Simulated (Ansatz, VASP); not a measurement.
## One calculation of PbF2, two programs

```xyz
3
Lattice="0.0000 2.9253 2.9253 2.9253 0.0000 2.9253 2.9253 2.9253 0.0000" Properties=species:S:1:pos:R:3 pbc="T T T"
Pb    0.0000    0.0000    0.0000
F     1.4627    1.4627    1.4627
F     4.3880    4.3880    4.3880
```

Change from the starting cell: strain -0.015 along x and y, -0.015 along z, atoms carried along.

Alike in both runs: task single point; functional r2SCAN; k mesh 8 × 8 × 8; occupations gaussian, width 0.05 eV; no spin polarisation.

|  | VASP | Ansatz |
| --- | --- | --- |
| version | VASP 6.6.1 | Ansatz 0.2.0 |
| potentials or method | VASP PAW PBE potentials, release 64 (Pb_d, F) | scalar-relativistic, plane waves, PAW |
| plane-wave cutoff (eV) | 520 | 500 |
| valence electrons in the cell | 28 | 28 |

|  | VASP | Ansatz | Ansatz less VASP |
| --- | --- | --- | --- |
| gap on the k mesh at the Fermi level (eV) | 4.91 | 4.91 | -0.001 |
| least direct gap on the mesh (eV) | 5.06 | 5.06 | -0.003 |
| pressure (GPa) | 3.0 | 3.0 | +0.06 |

Caveats: the PAW data sets were made with another functional, which shifts forces and pressure a little (VASP); spin-orbit coupling is left out, which as a rule narrows the gap of such compounds by several tenths of an eV. A k mesh can miss the band edges.
